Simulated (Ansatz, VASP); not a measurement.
Two plane-wave programs on Al

```
Al
1.0
     2.91792    0.00000    0.00000
    -1.45896    2.52699    0.00000
     0.00000    0.00000    4.86685
Al
2
Direct
  0.66667 0.33333 0.75000
  0.33333 0.66667 0.25000
```

Change from the starting cell: strain +0.0375 x Voigt [1, 1, 0, 0, 0, 0], atoms carried along.

Alike in both runs: task single point; functional r2SCAN; k mesh 18 × 18 × 10; occupations gaussian, width 0.15 eV; no spin polarisation.

|  | VASP | Ansatz |
| --- | --- | --- |
| version | VASP 6.6.1 | Ansatz 0.2.0 |
| potentials or method | VASP PAW PBE potentials, release 64 (Al) | scalar-relativistic, plane waves, PAW |
| plane-wave cutoff (eV) | 520 | 500 |
| valence electrons in the cell | 6 | 6 |

```tsv
	VASP	Ansatz	Ansatz less VASP
gap on the k mesh at the Fermi level (eV)	none	none	-
pressure (GPa)	-8.0	-7.8	+0.23
```

A gap of «none» marks a metal or a gap that the smearing closes.

Caveats: the PAW data sets were made with another functional, which shifts forces and pressure a little (VASP).
